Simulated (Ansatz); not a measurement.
MgO:

```
CELL_PARAMETERS angstrom
0.00000 2.30616 2.30616
2.30616 0.00000 2.30616
2.30616 2.30616 0.00000
ATOMIC_POSITIONS crystal
Mg 0.50000 0.50000 0.50000
O 0.75000 0.75000 0.75000
```

The cell was built by a generator and needn't be a form met in nature.

```yaml
Program: Ansatz 0.2.0
Task: relaxation of cell and atoms
Functional: HF
Potentials_or_basis: Ansatz PAW
Cutoff: "420 eV (not typed: the program's choice for these potentials)"
k_mesh: 5 × 5 × 5
Occupations: fermi-dirac, width 0.05 eV
Spin: no spin polarisation
```

At the start: volume 12.27 Å³/atom.

Where does the relaxation end?

It ends after 7 steps and the volume is 11.75 Å³/atom (-4.2 %); space group F-43m (No. 216, to 0.05 Å).

The path:
```tsv
step	energy change (eV)	largest force (eV/Å)	volume (Å³)
1	0.0000	0.0000	24.53
2	-0.0132	0.0000	24.03
3	-0.0183	0.0000	23.48
4	-0.0183	0.0000	23.51
5	-0.0177	0.0000	23.51
6	-0.0177	0.0000	23.50
7	-0.0177	0.0000	23.50
```

Final structure:
```cif
data_structure
_symmetry_space_group_name_H-M 'P 1'
_symmetry_Int_Tables_number 1
_cell_length_a 3.2151
_cell_length_b 3.2151
_cell_length_c 3.2151
_cell_angle_alpha 60.000
_cell_angle_beta 60.000
_cell_angle_gamma 60.000
_cell_volume 23.50
loop_
_atom_site_label
_atom_site_type_symbol
_atom_site_fract_x
_atom_site_fract_y
_atom_site_fract_z
_atom_site_occupancy
Mg1 Mg 0.50000 0.50000 0.50000 1
O1 O 0.75000 0.75000 0.75000 1
```

Caveat: the k mesh is coarse (spacing up to 0.47 Å⁻¹), so the values aren't converged, least of all with exact exchange; the plane-wave basis is chosen anew once the cell has moved, so the energies of steps on either side of that aren't comparable; the PAW data sets come from PBE, with cores solved anew for the run's functional, which leaves a small shift of forces and pressure.
